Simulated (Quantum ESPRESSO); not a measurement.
CaO under changes of volume

One of the cells (13.886 Å³/atom); the others are scaled copies at fixed shape and fractional positions:

```
Ca O
1.0
     0.00000    2.40356    2.40356
     2.40356    0.00000    2.40356
     2.40356    2.40356    0.00000
Ca O
1 1
Cartesian
  0.0000 0.0000 0.0000
  2.4036 2.4036 2.4036
```

The cell is a database's computed one.

| Item | Value |
| --- | --- |
| Program | Quantum ESPRESSO 7.5 |
| Functional | PBEsol |
| Potentials or basis | PseudoDojo 0.4.1 SR PBEsol standard |
| Cutoff | 1143 eV |
| Density cutoff | 4572 eV |
| k mesh | 10 × 10 × 10 |
| Occupations | fermi-dirac, width 0.05 eV |
| Spin | no spin polarisation |

```tsv
volume (Å³/atom)	energy over the lowest point (meV/atom)	pressure (GPa)	gap on the mesh (eV)
13.052	5.71	4.3	3.53
13.330	0.64	1.6	3.54
13.608	0.00	-0.9	3.55
13.886	3.33	-3.0	3.56
14.163	?	?	?
14.441	20.27	-6.7	3.57
14.719	33.17	-8.2	3.58
```

Task: What does the run at 14.163 Å³/atom give?

Result: Energy over the lowest point 10.21 meV/atom; pressure -4.9 GPa; gap on the mesh 3.57 eV.

Worked out: A Birch-Murnaghan fit of order 3 (a polynomial in V^(-2/3)) to the other rows has its minimum at 13.51 Å³/atom with B0 = V·E''(V) = 116 GPa and B' = 4.4. It gives 10.20 meV/atom at 14.163 Å³/atom, against the run's 10.21, and -dE/dV = -4.9 GPa, against -4.9. A straight line through the other rows of the gap, of slope 0.401 eV per unit of ln V, gives 3.56 eV, against the run's 3.57.

Energies are extrapolated to zero smearing.

A mesh can miss the band edges.
